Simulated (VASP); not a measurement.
# GaP (F-43m) in VASP: further runs, part 3 of 3

VASP 6.6.1.

**4. Relaxation of cell and atoms, PBE**

Input file INCAR:

```
SYSTEM = GaP
ALGO = Fast ; EDIFF = 1E-7
EDIFFG = -0.005 ; ENCUT = 600
GGA = PE ; IBRION = 2
ISIF = 3 ; ISMEAR = 0
LASPH = .True. ; LCHARG = .False.
LREAL = .False. ; LWAVE = .False.
NELM = 80 ; NSW = 90
PREC = Accurate ; SIGMA = 0.02
```

Input file KPOINTS:

```
k-points
0
Gamma
  8 8 8
  0 0 0
```

Input file POSCAR:

```
GaP
1.0
    0.0000000000      2.7258124900      2.7258124900
    2.7258124900      0.0000000000      2.7258124900
    2.7258124900      2.7258124900      0.0000000000
Ga P
1 1
Direct
    0.0000000000      0.0000000000      0.0000000000
    0.7500000000      0.7500000000      0.7500000000
```

Potentials or basis: VASP PAW PBE potentials, release 64 (Ga_d, P).

On the command line:

```console
> cat potpaw_PBE.64/Ga_d/POTCAR potpaw_PBE.64/P/POTCAR > POTCAR
> mpirun -np 1 vasp_std > vasp.out
```

OUTCAR:

```text
SYSTEM = GaP
   EDIFF = 1E-7
   EDIFFG = -0.005
   ENCUT = 600
   GGA = PE
   IBRION = 2
   ISIF = 3
   ISMEAR = 0
   LASPH = .True.
   LREAL = .False.
   NELM = 80
   NSW = 90
   PREC = Accurate

 ion  position               nearest neighbor table
   1  0.000  0.000  0.000-   2 2.36   2 2.36   2 2.36   2 2.36
   2  0.750  0.750  0.750-   1 2.36   1 2.36   1 2.36   1 2.36

  LATTYP: Found a face centered cubic cell.
 ALAT       =     5.4516249800

  Lattice vectors:

 A1 = (   0.0000000000,   2.7258124900,   2.7258124900)
 A2 = (   2.7258124900,   0.0000000000,   2.7258124900)
 A3 = (   2.7258124900,   2.7258124900,   0.0000000000)

Analysis of symmetry for initial positions (statically):
=====================================================================
 Subroutine PRICEL returns:
 Original cell was already a primitive cell.

 Routine SETGRP: Setting up the symmetry group for a
 face centered cubic supercell.

 Subroutine GETGRP returns: Found 24 space group operations
 (whereof 24 operations were pure point group operations)
 out of a pool of 48 trial point group operations.

The static configuration has the point symmetry T_d .

Analysis of symmetry for dynamics (positions and initial velocities):
=====================================================================
 Subroutine PRICEL returns:
 Original cell was already a primitive cell.

 Routine SETGRP: Setting up the symmetry group for a
 face centered cubic supercell.

 Subroutine GETGRP returns: Found 24 space group operations
 (whereof 24 operations were pure point group operations)
 out of a pool of 48 trial point group operations.

The dynamic configuration has the point symmetry T_d .

 Subroutine INISYM returns: Found 24 space group operations
 (whereof 24 operations are pure point group operations),
 and found     1 'primitive' translations

----------------------------------------------------------------------------------------

                                     Primitive cell

  volume of cell :      40.5059

  direct lattice vectors                    reciprocal lattice vectors
[... 134 lines left out ...]
  ext. energy  EPLUGINS =         0.00000000
  ---------------------------------------------------
  free energy    TOTEN  =        -9.11643704 eV

  energy without entropy =       -9.11643704  energy(sigma->0) =       -9.11643704

------------------------ aborting loop because EDIFF is reached ----------------------------------------

  FORCE on cell =-STRESS in cart. coord.  units (eV):
  Direction    XX          YY          ZZ          XY          YZ          ZX
  --------------------------------------------------------------------------------------
  -------------------------------------------------------------------------------------
  Total        0.6127887      0.6127887      0.6127887     -0.0000000      0.0000000      0.0000000
  in kB       24.2383705     24.2383705     24.2383705     -0.0000000      0.0000000      0.0000000
  external PRESSURE =      24.2383705 kB  Pullay stress =       0.0000000 kB
[... 59 lines left out ...]
--------------------------------------- Ionic step        3  -------------------------------------------

 number of electron      17.9999991 magnetization

 Free energy of the ion-electron system (eV)
  ---------------------------------------------------
  ext. energy  EPLUGINS =         0.00000000
  ---------------------------------------------------
  free energy    TOTEN  =        -9.12527007 eV

  energy without entropy =       -9.12527007  energy(sigma->0) =       -9.12527007

 E-fermi :   4.4574     XC(G=0):  -9.6969

 val. band max:        4.3514968893   @ k =   0.0000   0.0000   0.0000
 cond. band min:       5.9309220768   @ k =   0.0000   0.0000   0.0000
 fundamental gap:      1.5794251875
 Fermi energy:         4.4574013323

 k-point     1 :       0.0000    0.0000    0.0000
  band No.  band energies     occupation
      1     -10.1532      2.00000
      2     -10.1532      2.00000
      3     -10.1532      2.00000
      4     -10.0623      2.00000
      5     -10.0623      2.00000
      6      -7.9189      2.00000
      7       4.3515      2.00000
      8       4.3515      2.00000
      9       4.3515      2.00000
     10       5.9309      0.00000
     11       8.2469      0.00000
     12       8.2469      0.00000
     13       8.2469      0.00000
[... 354 lines left out ...]
  band No.  band energies     occupation
      1     -10.2317      2.00000
      2     -10.1251      2.00000
      3     -10.1142      2.00000
      4     -10.0667      2.00000
      5     -10.0557      2.00000
      6      -5.5609      2.00000
      7      -1.9223      2.00000
      8       1.2670      2.00000
      9       2.4977      2.00000
     10       7.7191      0.00000
     11       8.6701      0.00000
     12      10.7241      0.00000
     13      12.1876      0.00000

 [... further k-points ...]

------------------------ aborting loop because EDIFF is reached ----------------------------------------

  FORCE on cell =-STRESS in cart. coord.  units (eV):
  Direction    XX          YY          ZZ          XY          YZ          ZX
  --------------------------------------------------------------------------------------
  -------------------------------------------------------------------------------------
  Total        0.0035662      0.0035662      0.0035662      0.0000000      0.0000000      0.0000000
  in kB        0.1369790      0.1369790      0.1369790      0.0000000      0.0000000      0.0000000
  external PRESSURE =       0.1369790 kB  Pullay stress =       0.0000000 kB
[... 17 lines left out ...]
  FREE ENERGIE OF THE ION-ELECTRON SYSTEM (eV)
  ---------------------------------------------------
  free  energy   TOTEN  =        -9.1252700738 eV

  energy  without entropy=       -9.1252700738  energy(sigma->0) =       -9.12527007

 reached required accuracy - stopping structural energy minimisation
```

CONTCAR:

```text
GaP
   1.00000000000000
    -0.0000000000000000    2.7526077312521320    2.7526077312521320
     2.7526077312521320    0.0000000000000000    2.7526077312521320
     2.7526077312521320    2.7526077312521320    0.0000000000000000
  Ga              P
     1     1
Direct
     0.0000000000000000    0.0000000000000000    0.0000000000000000
     0.7500000000000000    0.7500000000000000    0.7500000000000000

  0.00000000E+00  0.00000000E+00  0.00000000E+00
  0.00000000E+00  0.00000000E+00  0.00000000E+00
```

Wall time 35 s (1 thread of Intel Xeon Platinum 8488C (Sapphire Rapids), shared host); peak memory 0.18 GiB.

What came out:

- Free energy: -9.1253 eV
- Relaxed volume: 20.86 Å³/atom
- Relaxed cell: a = 3.893 Å, b = 3.893 Å, c = 3.893 Å, α = 60.00°, β = 60.00°, γ = 60.00°
- Space group after relaxing (to 0.05 Å): F-43m (No. 216)
- Energy gained by relaxing: 4.4 meV/atom
- Ionic steps: 3
- Pressure after relaxing: 0.0 GPa
- Band gap on the k mesh: 1.58 eV, direct

The path:
```
step  energy change (eV)  largest force (eV/Å)  pressure (GPa)  volume (Å³)
   1              0.0000                0.0000            2.42        40.51
   2             -0.0067                0.0000           -1.03        42.33
   3             -0.0088                0.0000            0.01        41.71
```

Final structure:
```
CELL_PARAMETERS angstrom
0.00000 2.75261 2.75261
2.75261 0.00000 2.75261
2.75261 2.75261 0.00000
ATOMIC_POSITIONS crystal
Ga 0.00000 0.00000 0.00000
P 0.75000 0.75000 0.75000
```

Levels at points of the mesh, in eV from the valence-band top:
| k point | band 7 | band 8 | band 9 | band 10 | band 11 | band 12 |
| --- | --- | --- | --- | --- | --- | --- |
| (0.00, 0.00, 0.00) | 0.00 | 0.00 | 0.00 | 1.58 | 3.90 | 3.90 |
| (0.50, 0.00, 0.00) | -6.46 | -1.07 | -1.07 | 1.58 | 4.73 | 4.73 |
| (0.50, 0.50, 0.00) | -6.61 | -2.58 | -2.58 | 1.72 | 1.85 | 10.37 |

**5. Relaxation of cell and atoms, PBE+D3(BJ)**

Input file INCAR:

```
SYSTEM = GaP
ALGO = Fast ; EDIFF = 1E-7
EDIFFG = -0.005 ; ENCUT = 600
GGA = PE ; IBRION = 2
ISIF = 3 ; ISMEAR = 0
IVDW = 12 ; LASPH = .True.
LCHARG = .False. ; LREAL = .False.
LWAVE = .False. ; NELM = 80
NSW = 90 ; PREC = Accurate
SIGMA = 0.02
```

KPOINTS is that of step 4.

POSCAR is that of step 4.

On the command line:

```console
> cat potpaw_PBE.64/Ga_d/POTCAR potpaw_PBE.64/P/POTCAR > POTCAR
> mpirun -np 1 vasp_std > vasp.out
```

Run time: 31 s. Hardware: 1 thread of Intel Xeon Platinum 8488C (Sapphire Rapids), shared host; peak memory 0.19 GiB.

The run converged. Its results:

```yaml
Free_energy: -9.7492 eV
Relaxed_volume: 20.17 Å³/atom
Relaxed_cell: a = 3.850 Å, b = 3.850 Å, c = 3.850 Å, α = 60.00°, β = 60.00°, γ = 60.00°
Space_group_after_relaxing_to_0.05_Å: F-43m (No. 216)
Energy_gained_by_relaxing: 0.1 meV/atom
Ionic_steps: 3
Pressure_after_relaxing: 0.0 GPa
Band_gap_on_the_k_mesh: 1.64 eV, indirect (least direct gap 1.85 eV)
Dispersion_energy_per_atom: -0.318 eV
```

Step by step:
| step | energy change (eV) | largest force (eV/Å) | pressure (GPa) | volume (Å³) |
| --- | --- | --- | --- | --- |
| 1 | 0.0000 | 0.0000 | -0.29 | 40.51 |
| 2 | -0.0001 | 0.0000 | 0.12 | 40.29 |
| 3 | -0.0001 | 0.0000 | 0.01 | 40.35 |

Final structure:
```
Ga P
1.0
     0.00000    2.72230    2.72230
     2.72230    0.00000    2.72230
     2.72230    2.72230    0.00000
Ga P
1 1
Direct
  0.00000 0.00000 0.00000
  0.75000 0.75000 0.75000
```

Levels at points of the mesh, in eV from the valence-band top:
```tsv
k point	band 6	band 7	band 8	band 9	band 10	band 11	band 12	band 13
(0.00, 0.00, 0.00)	-12.52	0.00	0.00	0.00	1.85	3.89	3.89	3.89
(0.50, 0.00, 0.00)	-10.44	-6.65	-1.12	-1.12	1.68	4.72	4.72	8.29
(0.50, 0.50, 0.00)	-9.54	-6.77	-2.69	-2.69	1.65	1.82	10.62	10.63
```

A k mesh can miss the band edges. PBE gaps usually lie below the measured ones, often by a third to a half.

**6. Summary**

| level | potentials or basis | gap on the mesh (eV) | pressure (GPa) | relaxed volume (Å³/atom) |
| --- | --- | --- | --- | --- |
| PBEsol | VASP PAW PBE potentials, release 64 (Ga_d, P) | 1.50 | 0.0 | 20.09 |
| LDA | VASP PAW LDA potentials, release 64 (Ga_d, P) | 1.43 | 0.0 | 19.61 |
| PBE | VASP PAW PBE potentials, release 64 (Ga_d, P) | 1.58 | 0.0 | 20.86 |
| PBE+D3(BJ) | VASP PAW PBE potentials, release 64 (Ga_d, P) | 1.64 | 0.0 | 20.17 |

Alike in all rows: task relaxation of cell and atoms; no spin polarisation; cell relaxed; k mesh 8 × 8 × 8; cutoff (eV) 600; smearing gaussian 0.02 eV.

Caveats: the PAW data sets were made with another functional, which shifts forces and pressure a little (some runs).

Total energies depend on the potentials used, so only differences within one code and one set of settings carry meaning.
